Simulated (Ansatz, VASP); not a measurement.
# Y: VASP beside Ansatz

```
CELL_PARAMETERS angstrom
3.65710 0.00000 0.00000
-1.82855 3.16715 0.00000
0.00000 0.00000 26.34813
ATOMIC_POSITIONS crystal
Y 0.33333 0.66667 0.28465
Y 0.66667 0.33333 0.39233
Y 0.33333 0.66667 0.50000
Y 0.66667 0.33333 0.60767
Y 0.33333 0.66667 0.71535
```

Alike in both runs: task single point; functional PBE; k mesh 12 × 12 × 1; occupations gaussian, width 0.1 eV; no spin polarisation.

|  | VASP | Ansatz |
| --- | --- | --- |
| version | VASP 6.6.1 | Ansatz 0.2.0 |
| potentials or method | VASP PAW PBE potentials, release 64 (Y_sv) | scalar-relativistic, plane waves, PAW |
| plane-wave cutoff (eV) | 520 | 420 |
| valence electrons in the cell | 55 | 55 |

Ansatz gave:

- gap on the k mesh at the Fermi level (eV): none
- rms of the force components (eV/Å): 0.085
- work function, face that differs most (eV): 3.24

Question: Which values does VASP return?

Answer: gap on the k mesh at the Fermi level (eV): none; rms of the force components (eV/Å): 0.087; work function, face that differs most (eV): 3.04.

Atom by atom the forces differ by 0.003 eV/Å (rms over components). A gap of «none» marks a metal or a gap that the smearing closes. The functional is the same, so the differences come from potentials, cutoffs and numerics. Ansatz warned: «vacuum_density_over_bound».
